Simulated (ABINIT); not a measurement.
Runs of ABINIT 10.8.3 (patched build) on MnS. The structure is cubic, space group Fm-3m (No. 225). The conventional cell has a = 5.209 Å, b = 5.209 Å, c = 5.209 Å, α = 90.00°, β = 90.00°, γ = 90.00°. Mn (site symmetry m-3m) is surrounded by 6 S at 2.60 Å. S (site symmetry m-3m) is surrounded by 6 Mn at 2.60 Å. 

```tsv
task	level	potentials or basis	U	k mesh	cutoff (eV)	double counting (usepawu)	occupation projector (dmatpuopt)	stop of the response cycle (tolvrs)	acoustic sum rule (asr)	fine-grid cutoff	gap on the mesh (eV)	pressure (GPa)	moment (μB)
phonons	LDA-Teter+U	JTH PAW LDA v2.0	Mn d U = 8 eV	4 × 4 × 4, with 4 shifts	599	1	3	1e-08	1	1197.3 eV	-	-	5.00
phonons	LDA	PseudoDojo NC SR LDA v0.4.1 standard	-	4 × 4 × 4, with 4 shifts	1252	-	-	1e-10	1	-	-	(a)	4.60
single point	LDA-Teter+U	JTH PAW LDA v2.0	Mn d U = 8 eV	7 × 7 × 7	599	1	-	-	-	1197.3 eV	1.43	-	5.00
single point	LDA	PseudoDojo NC SR LDA v0.4.1 standard	-	7 × 7 × 7	1252	-	-	-	-	-	none	-11.4	4.60
```

Alike in all rows: spin collinear, ferromagnetic start; cell as given; smearing fermi-dirac 0.05 eV.

Question: Fill in the values left out.

Answer: (a) -11.2.

Caveats: a cell with one magnetic atom can't hold antiferromagnetic order, which such compounds often take; the mesh is coarse for a metal's response (some runs); the cell is more than 3 GPa from zero pressure, which shifts response properties (some runs); an odd mesh through Γ misses points on the zone boundary, where band edges often lie (some runs); semilocal functionals often make such compounds metallic where correlation or magnetic order opens a gap, which also shifts bond lengths (some runs).

A gap of «none» marks a metal or a gap under the smearing width.

Runs at the PBE level aren't shown here.
